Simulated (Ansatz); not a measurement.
Computed with Ansatz 0.2.0, DFT PBE, scalar-relativistic, plane waves, PAW. All cells share a 420 eV cutoff and Γ-centred k meshes spaced at most about 0.3 Å⁻¹ (2π included). No spin polarisation.

Temperature and zero-point effects are left out.

Problem. Which of these relaxed structures of MgS is the lowest in energy?
A.

```
Mg S
1.0
     4.04052    0.00000    0.00000
    -2.02026    3.49919    0.00000
     0.00000    0.00000   13.08003
Mg S
4 4
Direct
  0.00000 0.00000 0.09486
  0.00000 0.00000 0.59486
  0.33333 0.66667 0.34395
  0.66667 0.33333 0.84395
  0.00000 0.00000 0.40573
  0.00000 0.00000 0.90573
  0.33333 0.66667 0.15546
  0.66667 0.33333 0.65546
```

B.

```
Mg S
1.0
     1.77020   -3.97159    0.00000
     1.77020    3.97159    0.00000
     0.00000    0.00000    3.47950
Mg S
1 1
Cartesian
  1.7702 0.0000 1.7397
  0.0000 0.0000 0.0000
```

Solution. A. The other, B, lies 0.35 eV/atom higher. Forms: A P6_3mc; B Cmmm. Counting S atoms around Mg (those within 1.25 times the shortest such distance or 1.15 times the sum of covalent radii): A has Mg 4; B has Mg 4. Both come from invented guesses. Shaken at random and relaxed again, A came back. Shaken at random and relaxed again, B falls into a cell with the rock salt type, space group Fm-3m (No. 225), 0.36 eV/atom lower and the lowest form computed, so it is a saddle point or a shallow minimum.

No dispersion correction is applied, so the spacing and binding between layers, chains or molecules are poorly described (Cmmm), and this can change margins and order among such cells. Cells without such a test can be saddle points. Some structure types and database cells were kept out of the candidates from the start, so a known form may be missing.
